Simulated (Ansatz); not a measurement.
# Ta (P6_3/mmc) in Ansatz: equation of state

Aim: energy against volume of Ta in PBE, for its equilibrium volume and stiffness.

Everything below comes from runs of Ansatz 0.2.0. Logs are shortened: lines on timing, memory, paths and dates and some standing lists are left out, and cuts for length are marked.

## 1. The structure

The structure is hexagonal, space group P6_3/mmc (No. 194). Conventional cell: a = 2.900 Å, b = 2.900 Å, c = 5.166 Å, α = 90.00°, β = 90.00°, γ = 120.00°. Ta (site symmetry -6m2) is surrounded by 12 Ta at 2.90 to 3.08 Å.

This isn't the form of Ta at room conditions, which is bcc.

## 2. Single point, PBE, 17.69 Å³/atom (volume scaled by 0.94)

input.yaml

```yaml
crystal:
  lattice:
    - [2.8411641924, 0.0, 0.0]
    - [-1.4205820962, 2.460520367, 0.0]
    - [0.0, 0.0, 5.0608102442]
  atoms:
    - { symbol: Ta, position: [0.3333333333, 0.6666666667, 0.25] }
    - { symbol: Ta, position: [0.6666666667, 0.3333333333, 0.75] }
hamiltonian:
  xc: pbe
  pseudopotentials: { kind: paw }
kpoints:
  mp_grid: { grid: [11, 11, 5] }
scf:
  occupations: { method: fermi_dirac, width: 0.05 }
output:
  forces: true
  stress: true
  eigenvalues: true
```

Potentials or basis: Ansatz PAW.

Started as:

```bash
> ansatz run input.yaml --threads 2 --pin off --max-ram 5120MiB --backend cpu --events-out ev --progress --plain --runs-dir out
```

What it wrote:

```text
Warning: RAYON_NUM_THREADS=2 ignored (pool sized by the plan → 2); use --threads N
Engine: ansatz 0.2.0, x86_64-unknown-linux-gnu
Pseudopotentials: kind: paw
Pseudopotential: Ta, paw, valence charge 13, recommended cutoff 420 eV (normal), Ta.paw.azcp
Functional definition: PBE
  parameter kappa = 0.804
  parameter beta = 0.06672455060314922
  exchange = pbe_x(kappa = kappa, mu = beta*pi^2/3)
  correlation = pbe_c(beta = beta)
Crystal: 2 atoms, lattice volume = 35.379 Å³
Basis set: ecut = 420 eV, 701 PW (Γ), exchange–correlation on 40×40×72 points (8 copies of the dense FFT grid, shifted against one another)
Bands: 17, of which v1, the nominal top of the filled ones, is band 13 counted from 1 (12 counted from 0)
Symmetry: 24 space group operations
Space group: P63/mmc (ITA 194), of the structure as read, at distance tolerance 3.3e-5 Å
k-points: 48 of 605
Non-local potential: Ta, projectors of the file, l = 0: 3, l = 1: 2, l = 2: 2, l = 3: 1
PAW form: soft (Blöchl's): semilocal exchange-correlation on the pseudo side does not see the compensation charge
PAW one-centre angular grid: Ta, 590 points (default); XC on 64 Gauss nodes
Initial density: superposition of atomic densities (neutral atoms: chi_scale 0, normalization atom), corrected by the library's trained network
Initial wavefunctions: pseudopotential atomic-orbital guess
Functional: x = pbe(κ = 0.804, μ = 0.2195149727645171), c = pbe(β = 0.06672455060314922)
SCF iter   1: F=—  HF=-19863.892786 eV  |F-HF|=—  |Δ(HF+E_count)|=         —  Δρ=6.56e-3  dr2=1.12e-2  ethr=1.77e-3  ⟨swp⟩=5.6  Hψ=3723  notcnv=0
preconditioner: auto → Kerker (q_TF=auto, 2.592 Å⁻¹)  [metal: Δε(μ)=0.034 eV  Ē_g=4.813 eV  σ=0.050 eV  W_gap=0.17  n_scr=10 (ndim 8)  ℏωp=19.7 eV  f_vac=0.000  D(μ)=1.94/eV (n_scr^D=22)]
SCF iter   2: F=—  HF=-19863.890707 eV  |F-HF|=—  |Δ(HF+E_count)|=   2.08e-3  Δρ=4.04e-3  dr2=4.86e-3  ethr=4.31e-5  ⟨swp⟩=1.4  Hψ=1239  notcnv=0
SCF iter   3: F=—  HF=-19863.889388 eV  |F-HF|=—  |Δ(HF+E_count)|=   1.32e-3  Δρ=4.82e-4  dr2=4.46e-5  ethr=1.87e-5  ⟨swp⟩=2.0  Hψ=1043  notcnv=0
SCF iter   4: F=—  HF=-19863.889392 eV  |F-HF|=—  |Δ(HF+E_count)|=   3.29e-6  Δρ=1.09e-4  dr2=1.96e-6  ethr=1.72e-7  ⟨swp⟩=2.3  Hψ=1466  notcnv=0
iter 5 did not close the SCF: its close was put off for the readings that it lacked (scf_convergence_deferred on its scf_iter line)
SCF iter   5: F=-19863.889392 eV  HF=-19863.889392 eV  |F-HF|=6.04e-9  |Δ(HF+E_count)|=   2.23e-7  Δρ=2.42e-5  dr2=8.13e-8  ethr=7.53e-9  ⟨swp⟩=1.1  Hψ=827  notcnv=0
SCF iter   6: F=-19863.889392 eV  HF=-19863.889392 eV  |F-HF|=4.26e-10  |Δ(HF+E_count)|=   1.28e-8  Δρ=3.76e-6  dr2=2.56e-9  ethr=3.13e-10  ⟨swp⟩=2.4  Hψ=2708  notcnv=0
SCF 1 converged in 6 iterations: F = -19863.889392 eV  dr2 = 2.56e-9
SCF converged after 6 iterations
Free energy (F): -19863.889392 eV
Harris-Foulkes:  -19863.889392 eV  (|F-HF|=4.26e-10)
Internal energy: -19863.873247 eV  (E = F + TS)
E sigma→0 (E₀):  -19863.881320 eV
Entropy (-TS):   -0.016145 eV (-8.072 meV/atom)
Fermi energy:    19.493983 eV
--- Per-component energies (eV) ---
  E_band       = -194.968504
  E_kinetic    = 734.823537
  E_local      = -1082.062513  (includes V_loc(G=0)·N_el)
  E_nonlocal   = 30.594422
  E_hartree    = 378.628450
  E_xc         = -437.762995
  E_vxc        = -409.223760  (∫ρ·V_xc dr)
  E_paw        = -16793.677824  (= ΣΔE_a)
  E_vpaw       = -226.356660  (= ΣTr[D̂ρ^β])
  E_aug_tail   = 0.000288  (compensation charges beyond the density's cutoff)
  E_ewald      = -2694.416611
  E_smearing   = -0.016145  (= −TS)
  E_closure    = 0.000000  (closes the sum)
  Σ components = -19863.889392   (vs F -19863.889392, Δ=0.00e0)
--- Forces (eV/Å), atoms counted from 1 ---
  atom   1  Ta    -0.00000000     0.00000000     0.00000000
  atom   2  Ta     0.00000000    -0.00000000    -0.00000000
  max |Σ_I F_I| component: 6.94e-18 eV/Å
--- Stress (GPa, compression-positive) ---
       12.167859       0.000000      -0.000000
        0.000000      12.167859       0.000000
       -0.000000       0.000000      11.803140
  P = ⅓ Tr σ = 12.0463 GPa (120.463 kbar)
--- Band table (eV; the first three rows and the last of 48) ---
  k-point 0: bands = ["-47.9495", "-47.8710", "-15.0322", "-14.0247", "-13.8990", "-13.8990", "-13.7997", "-13.7997", "11.0663", "14.3606", "18.8180", "19.5127", "20.0608", "20.0608", "20.6757", "20.6757", "22.6313"]
  k-point 1: bands = ["-47.9421", "-47.8785", "-14.9417", "-14.1272", "-13.8896", "-13.8896", "-13.8093", "-13.8093", "11.4340", "14.2036", "18.6379", "18.9535", "20.0200", "20.0200", "20.5278", "20.5278", "22.9863"]
  k-point 2: bands = ["-47.9225", "-47.8982", "-14.6995", "-14.3888", "-13.8649", "-13.8649", "-13.8342", "-13.8342", "12.4040", "13.5335", "18.2758", "18.2939", "20.0389", "20.0389", "20.2369", "20.2369", "23.7882"]
  k-point 47: bands = ["-47.7875", "-47.7851", "-14.9133", "-14.8852", "-14.6630", "-14.6022", "-14.2132", "-14.1859", "16.3875", "16.7606", "17.6032", "17.6281", "18.7199", "18.9805", "20.9285", "21.6100", "24.7629"]
```

It took 1.2 s on 2 threads of Intel Xeon Platinum 8259CL at 2.50GHz (Skylake/Cascade Lake), shared host; peak memory 0.36 GiB.

What came out:

```yaml
Free_energy: -19863.8894 eV
Pressure: 12.0 GPa
Band_gap_on_the_k_mesh: none (metal or under the smearing width)
```

## 3. Single point, PBE, 18.07 Å³/atom (volume scaled by 0.96)

Edit input.yaml of step 2 so:

```diff
@@ -2,5 +2,5 @@
   lattice:
-    - [2.8411641924, 0.0, 0.0]
-    - [-1.4205820962, 2.460520367, 0.0]
-    - [0.0, 0.0, 5.0608102442]
+    - [2.8611730502, 0.0, 0.0]
+    - [-1.4305865251, 2.4778485461, 0.0]
+    - [0.0, 0.0, 5.0964509272]
   atoms:
@@ -19 +19,5 @@
   eigenvalues: true
+  write_density: true
+  write_potential: true
+  elf: true
+  volumetric_format: npy
```

Potentials or basis: Ansatz PAW.

Started as:

```bash
> ansatz run input.yaml --threads 2 --pin off --max-ram 5120MiB --backend cpu --events-out ev --progress --plain --runs-dir out
```

Run time: 1.4 s. Hardware: 2 threads of Intel Xeon Platinum 8259CL at 2.50GHz (Skylake/Cascade Lake), shared host; peak memory 0.37 GiB.

Results (log left out):

- Free energy: -19863.9346 eV
- Pressure: 7.3 GPa
- Band gap on the k mesh: none (metal or under the smearing width)

## 4. Single point, PBE, 18.44 Å³/atom (volume scaled by 0.98)

Edit input.yaml of step 3 so:

```diff
@@ -2,5 +2,5 @@
   lattice:
-    - [2.8611730502, 0.0, 0.0]
-    - [-1.4305865251, 2.4778485461, 0.0]
-    - [0.0, 0.0, 5.0964509272]
+    - [2.8809059017, 0.0, 0.0]
+    - [-1.4404529508, 2.4949376968, 0.0]
+    - [0.0, 0.0, 5.1315999754]
   atoms:
@@ -19,5 +19 @@
   eigenvalues: true
-  write_density: true
-  write_potential: true
-  elf: true
-  volumetric_format: npy
```

Started as:

```bash
> ansatz run input.yaml --threads 2 --pin off --max-ram 5120MiB --backend cpu --events-out ev --progress --plain --runs-dir out
```

Wall time 1.2 s (2 threads of Intel Xeon Platinum 8259CL at 2.50GHz (Skylake/Cascade Lake), shared host); peak memory 0.37 GiB.

The run converged. Its results:

```yaml
Free_energy: -19863.9584 eV
Pressure: 2.9 GPa
Band_gap_on_the_k_mesh: none (metal or under the smearing width)
```

## 5. Single point, PBE, 18.82 Å³/atom

Edit input.yaml of step 4 so:

```diff
@@ -2,5 +2,5 @@
   lattice:
-    - [2.8809059017, 0.0, 0.0]
-    - [-1.4404529508, 2.4949376968, 0.0]
-    - [0.0, 0.0, 5.1315999754]
+    - [2.9003720726, 0.0, 0.0]
+    - [-1.4501860363, 2.5117958953, 0.0]
+    - [0.0, 0.0, 5.166274]
   atoms:
```

Started as:

```bash
> ansatz run input.yaml --threads 2 --pin off --max-ram 5120MiB --backend cpu --events-out ev --progress --plain --runs-dir out
```

Run time: 1.4 s. Hardware: 2 threads of Intel Xeon Platinum 8259CL at 2.50GHz (Skylake/Cascade Lake), shared host; peak memory 0.34 GiB.

Results (log left out):

```yaml
Free_energy: -19863.9629 eV
Pressure: -1.0 GPa
Band_gap_on_the_k_mesh: none (metal or under the smearing width)
```

## 6. Single point, PBE, 19.19 Å³/atom (volume scaled by 1.02)

Edit input.yaml of step 5 so:

```diff
@@ -2,5 +2,5 @@
   lattice:
-    - [2.9003720726, 0.0, 0.0]
-    - [-1.4501860363, 2.5117958953, 0.0]
-    - [0.0, 0.0, 5.166274]
+    - [2.9195803945, 0.0, 0.0]
+    - [-1.4597901972, 2.52843079, 0.0]
+    - [0.0, 0.0, 5.2004887322]
   atoms:
@@ -19 +19,5 @@
   eigenvalues: true
+  write_density: true
+  write_potential: true
+  elf: true
+  volumetric_format: npy
```

Potentials or basis: Ansatz PAW.

Started as:

```bash
> ansatz run input.yaml --threads 2 --pin off --max-ram 5120MiB --backend cpu --events-out ev --progress --plain --runs-dir out
```

Run time: 1.9 s. Hardware: 2 threads of Intel Xeon Platinum 8259CL at 2.50GHz (Skylake/Cascade Lake), shared host; peak memory 0.38 GiB.

It converged, with:

```yaml
Free_energy: -19863.9498 eV
Pressure: -4.5 GPa
Band_gap_on_the_k_mesh: none (metal or under the smearing width)
```

## 7. Single point, PBE, 19.57 Å³/atom (volume scaled by 1.04)

Edit input.yaml of step 6 so:

```diff
@@ -2,5 +2,5 @@
   lattice:
-    - [2.9195803945, 0.0, 0.0]
-    - [-1.4597901972, 2.52843079, 0.0]
-    - [0.0, 0.0, 5.2004887322]
+    - [2.9385392399, 0.0, 0.0]
+    - [-1.46926962, 2.5448496318, 0.0]
+    - [0.0, 0.0, 5.2342590858]
   atoms:
```

Started as:

```bash
> ansatz run input.yaml --threads 2 --pin off --max-ram 5120MiB --backend cpu --events-out ev --progress --plain --runs-dir out
```

It took 1.7 s on 2 threads of Intel Xeon Platinum 8259CL at 2.50GHz (Skylake/Cascade Lake), shared host; peak memory 0.35 GiB.

It converged, with:

```yaml
Free_energy: -19863.9209 eV
Pressure: -7.7 GPa
Band_gap_on_the_k_mesh: none (metal or under the smearing width)
```

## 8. Single point, PBE, 19.95 Å³/atom (volume scaled by 1.06)

Edit input.yaml of step 7 so:

```diff
@@ -2,5 +2,5 @@
   lattice:
-    - [2.9385392399, 0.0, 0.0]
-    - [-1.46926962, 2.5448496318, 0.0]
-    - [0.0, 0.0, 5.2342590858]
+    - [2.957256555, 0.0, 0.0]
+    - [-1.4786282775, 2.5610593022, 0.0]
+    - [0.0, 0.0, 5.2675992145]
   atoms:
@@ -19,5 +19 @@
   eigenvalues: true
-  write_density: true
-  write_potential: true
-  elf: true
-  volumetric_format: npy
```

Started as:

```bash
> ansatz run input.yaml --threads 2 --pin off --max-ram 5120MiB --backend cpu --events-out ev --progress --plain --runs-dir out
```

Run time: 1.3 s. Hardware: 2 threads of Intel Xeon Platinum 8259CL at 2.50GHz (Skylake/Cascade Lake), shared host; peak memory 0.37 GiB.

Results (log left out):

```
Free energy            : -19863.8775 eV
Pressure               : -10.7 GPa
Band gap on the k mesh : none (metal or under the smearing width)
```

## 9. Equation of state, PBE

Potentials or basis: Ansatz PAW.

This step only gathers the single runs of the series.

Results:

* Equilibrium volume: 18.72 Å³/atom
* Bulk modulus at fixed shape and positions: 190 GPa
* Pressure derivative of the bulk modulus: 3.9

Energy against volume, from the lowest point:
```csv
volume (Å³/atom),energy (meV/atom)
17.689,36.73
18.066,14.14
18.442,2.23
18.819,0.00
19.195,6.53
19.571,21.00
19.948,42.66
```

Caveat: the cell was scaled at fixed shape and fractional positions, which overstates the stiffness of a crystal with free parameters, most of all of layers and chains. The run has no spin-orbit coupling, so splittings on Ta are missing.
